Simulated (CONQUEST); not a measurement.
The system is SnTe.

```xyz
4
Lattice="4.4560 0.0000 0.0000 0.0000 4.4560 0.0000 0.0000 0.0000 6.3017" Properties=species:S:1:pos:R:3 pbc="T T T"
Te    0.0000    0.0000    3.1509
Te    2.2280    2.2280    0.0000
Sn    0.0000    0.0000    0.0000
Sn    2.2280    2.2280    3.1509
```

| Item | Value |
| --- | --- |
| Program | CONQUEST 1.3 |
| Task | single point |
| Functional | PBE |
| Potentials or basis | PseudoDojo NC PBE, DZ, grid cutoff 120 Ha |
| k mesh | 6 × 6 × 4 |
| Occupations | fermi-dirac, width 0.05 eV |
| Spin | no spin polarisation |

On this cell: pressure 4.6 GPa; largest force zero by symmetry; band gap on the k mesh none (metal or under the smearing width).

The same run follows on a disturbed copy (atoms moved at random, drawn with an rms of 0.05 Å):

```
CELL_PARAMETERS angstrom
4.45597 0.00000 0.00000
0.00000 4.45597 0.00000
0.00000 0.00000 6.30170
ATOMIC_POSITIONS crystal
Te 0.00817 0.00814 0.50228
Te 0.50818 0.50814 0.00228
Sn 0.49335 0.50671 0.49688
Sn 0.99335 0.00671 0.99688
```

Q: What changes?

A: The energy (extrapolated to zero smearing) moves by +1.1 meV/atom; pressure 4.8 GPa; largest force 0.091 eV/Å; band gap on the k mesh 0.07 eV.

Forces on the atoms (eV/Å):
```
Te  -0.063  0.003 -0.038
Te  -0.063  0.003 -0.038
Sn   0.076  0.004  0.050
Sn   0.076  0.004  0.050
```

The forces don't sum to zero, so they hold noise of the program's grid.

Caveats: the atomic basis is small; the basis of atomic orbitals isn't converged, which shifts pressures, moduli and gaps; the real-space grid breaks the cell's symmetry a little (some runs); the box holds several primitive cells, so bands are folded and the points are those of the box's own zone (some runs); spin-orbit coupling is left out, which moves the levels of the heavy elements (some runs).

A k mesh can miss the band edges.
